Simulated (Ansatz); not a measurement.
**FePt (P4/mmm): a single-point run**

Wanted: a converged single-point run for FePt (P4/mmm), and a check of what comes out. The structure is shown as the input types it.

Computed with Ansatz 0.2.0 (DFT PBE, scalar-relativistic, plane waves, PAW, unless a step's input says otherwise).

1 further run of the same task is left out (it didn't finish). Runs told in other sessions of the task aren't counted.

## 1. The structure to begin with

It takes space group P4/mmm (No. 123, tetragonal). Conventional cell: a = 2.734 Å, b = 2.734 Å, c = 3.753 Å, α = 90.00°, β = 90.00°, γ = 90.00°. Around Fe (site symmetry 4/mmm) lie 8 Pt at 2.69 Å and 4 Fe at 2.73 Å. Around Pt (site symmetry 4/mmm) lie 8 Fe at 2.69 Å and 4 Pt at 2.73 Å.

As a file:

```
CELL_PARAMETERS angstrom
2.73418 0.00000 0.00000
0.00000 2.73418 0.00000
0.00000 0.00000 3.75329
ATOMIC_POSITIONS crystal
Fe 0.50000 0.50000 0.50000
Pt 0.00000 0.00000 0.00000
```

## 2. Running it

Contents of input.yaml:

```yaml
crystal:
  lattice:
    - [2.7341813276, 0.0, 0.0]
    - [0.0, 2.7341813276, 0.0]
    - [0.0, 0.0, 3.7532883631]
  atoms:
    - { symbol: Fe, position: [0.5, 0.5, 0.5], spin: 2.5 }
    - { symbol: Pt, position: [0.0, 0.0, 0.0] }
basis:
  ecutwfc: "120 eV"
  ecutrho_ratio: 4
kpoints:
  mp_grid: { grid: [12, 12, 10] }
hamiltonian:
  xc: pbe
scf:
  occupations: { method: gaussian, width: 0.05 }
  max_iter: 60
output:
  forces: true
  stress: true
magnetization:
  spin_polarized: true
```

On the command line:

```bash
$ ansatz run input.yaml --threads 4 --pin off --max-ram 7168MiB --backend cpu --events-out ev --progress --plain --runs-dir out
```

Q: Will this input give a usable result? If not, why, and what should change?

This run ends as converged, with warnings (cutoff below recommended, seeded moment not kept). It gives a pressure of 123 GPa, which is large; a structure far from rest gives such values too, whatever the setting.

Look at the input: basis.ecutwfc is 120 eV. The basis cutoff is far too low: the plane waves can't represent the orbitals near the cores. The potentials' recommended cutoff is 420 eV.

To check: set basis.ecutwfc to 420.
